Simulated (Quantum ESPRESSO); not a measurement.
Runs of Quantum ESPRESSO 7.5 on SnTe. The structure is cubic, space group Fm-3m (No. 225). The conventional cell has a = 6.302 Å, b = 6.302 Å, c = 6.302 Å, α = 90.00°, β = 90.00°, γ = 90.00°. Around Te (site symmetry m-3m) lie 6 Sn at 3.15 Å. Sn (site symmetry m-3m) is surrounded by 6 Te at 3.15 Å. 

```tsv
level	potentials or basis	k mesh	cutoff (eV)	k mesh of the self-consistent run	form of the LDA	mesh quality	gap on the mesh (eV)
PBE	PseudoDojo 0.4.1 SR PBE standard	14 × 14 × 14	1088	14 × 14 × 14	-	not flagged	0.10
PBE	PseudoDojo 0.4.1 SR PBE standard	4 × 4 × 4	1088	8 × 8 × 8	-	coarse	0.10
PBE	PseudoDojo 0.4 SR PBE stringent	4 × 4 × 4	1388	8 × 8 × 8	-	coarse	0.09
LDA	PseudoDojo 0.4.1 SR LDA standard	2 × 2 × 2	381	8 × 8 × 8	PW92	coarse	0.05
LDA	PseudoDojo 0.4.1 SR LDA standard	2 × 2 × 2	1088	8 × 8 × 8	PW92	coarse	(a)
LDA	PseudoDojo 0.4.1 SR LDA standard	4 × 4 × 4	1088	-	PW92	coarse	0.10
PBE	PseudoDojo 0.4 SR PBE stringent	2 × 2 × 2	1388	8 × 8 × 8	-	coarse	0.09
LDA	PseudoDojo 0.4.1 SR LDA standard	2 × 2 × 2	490	8 × 8 × 8	PW92	coarse	0.06
PBE	PseudoDojo 0.4.1 SR PBE standard	2 × 2 × 2	1088	8 × 8 × 8	-	coarse	0.10
```

Alike in all rows: task single point; no spin polarisation; cell as given; smearing fermi-dirac 0.05 eV.

Fill in the values left out.

(a) 0.11.

Caveats: some runs use coarse meshes; spin-orbit coupling is left out, which moves the levels of the heavy elements.

A k mesh can miss the band edges, and the runs leave out spin-orbit coupling on Sn, Te.

Not every run made on this cell is shown here.
